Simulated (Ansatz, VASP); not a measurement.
Given: the input of a run of VASP 6.6.1 on ZnSe (Stilleite).

INCAR

```
ALGO     = Normal         # electronic algorithm
EDIFF    = 1E-6           # SCF threshold, eV
ENCUT    = 520            # plane-wave cutoff, eV
GGA      = PE             # functional
ISIF     = 2              # what is computed and relaxed
ISMEAR   = -1             # smearing method
LASPH    = T              # aspherical terms in the spheres
LCHARG   = T              # write CHGCAR
LELF     = T              # ELF
LREAL    = F              # projectors in reciprocal space
LVHAR    = T            
LWAVE    = F              # write WAVECAR
NBANDS   = 16             # bands
NELM     = 100            # most SCF steps
PREC     = Accurate       # precision mode
SIGMA    = 0.04           # smearing width, eV
```

File KPOINTS:

```
k-points
0
Gamma
  6 6 6
```

POSCAR

```
ZnSe
1.0
    0.0000000000      2.8338000000      2.8338000000
    2.8338000000      0.0000000000      2.8338000000
    2.8338000000      2.8338000000      0.0000000000
Se Zn
1 1
Direct
    0.7500000000      0.7500000000      0.7500000000
    0.0000000000      0.0000000000      0.0000000000
```

Potentials or basis: VASP PAW PBE potentials, release 64 (Se, Zn).

Run with:

```bash
$ cat potpaw_PBE.64/Se/POTCAR potpaw_PBE.64/Zn/POTCAR > POTCAR
$ mpirun -np 1 vasp_std > vasp.out
```

Task: Translate it to Ansatz 0.2.0. Potentials there: all-electron LAPW, scalar-relativistic.

Result: As run (the cutoff follows the program's own potentials):

Contents of input.yaml:

```yaml
crystal:
  lattice:
    - [0.0, 2.8338, 2.8338]
    - [2.8338, 0.0, 2.8338]
    - [2.8338, 2.8338, 0.0]
  atoms:
    - { symbol: Se, position: [0.75, 0.75, 0.75] }
    - { symbol: Zn, position: [0.0, 0.0, 0.0] }
kpoints:
  mp_grid: { grid: [6, 6, 6] }
scf:
  occupations: { method: fermi_dirac, width: 0.04 }
hamiltonian:
  xc: pbe
  pseudopotentials: { kind: all_electron, lapw: { basis_error: 0.002 } }
output:
  forces: true
  stress: true
  eigenvalues: true
```

Potentials or basis: all-electron LAPW, scalar-relativistic.

The run is started by

```sh
$ ansatz run input.yaml --threads 1 --pin off --max-ram 3072MiB --backend cpu --events-out ev --progress --plain --runs-dir out
```

Both were run:

|  | VASP | Ansatz | Ansatz less VASP |
| --- | --- | --- | --- |
| gap on the k mesh at the Fermi level (eV) | 1.29 | 1.29 | 0.000 |
| least direct gap on the mesh (eV) | 1.29 | 1.29 | 0.000 |
| pressure (GPa) | 2.4 | 2.1 | -0.22 |

Ansatz ran all-electron here, so the differences hold the error of VASP's frozen core and of both bases.
